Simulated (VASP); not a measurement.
Wanted: the native input for a VASP 6.6.1 run.

- Task: single point
- Functional: PBE
- Potentials or basis: VASP PAW PBE potentials, release 64 (Tl_d)
- Cutoff: 520 eV
- k mesh: 16 × 16 × 16
- Occupations: gaussian, width 0.05 eV
- Spin: no spin polarisation
- Dipole correction: no
- Further INCAR settings: ALGO = Normal; EDIFF = 1e-07; NBANDS = 12

The structure of Tl lies in POSCAR:

```
Tl
1.0
   -1.9863130256      1.9863130256      1.9863130256
    1.9863130256     -1.9863130256      1.9863130256
    1.9863130256      1.9863130256     -1.9863130256
Tl
1
Direct
    0.0000000000      0.0000000000      0.0000000000
```

The cell was built by a generator and needn't be a form met in nature.

The input as run:

INCAR

```
PREC = Accurate
ENCUT = 520
EDIFF = 1E-7
ISMEAR = 0
SIGMA = 0.05
LREAL = False
LASPH = True
NELM = 80
ALGO = Normal
ISIF = 2
LWAVE = False
LCHARG = False
GGA = PE
NBANDS = 12
```

KPOINTS

```
Automatic mesh
0
Gamma
  16 16 16
```

Potentials or basis: VASP PAW PBE potentials, release 64 (Tl_d).

Run with:

```sh
$ cat potpaw_PBE.64/Tl_d/POTCAR > POTCAR
$ mpirun -np 1 vasp_std > vasp.out
```

It gave:

```json
{"Pressure": "-0.1 GPa", "Band gap on the k mesh": "none (metal or under the smearing width)"}
```

Wall time 42 s on 1 thread of Intel(R) Xeon(R) Platinum 8488C (Sapphire Rapids), with other jobs on the host, peak memory 0.19 GiB.
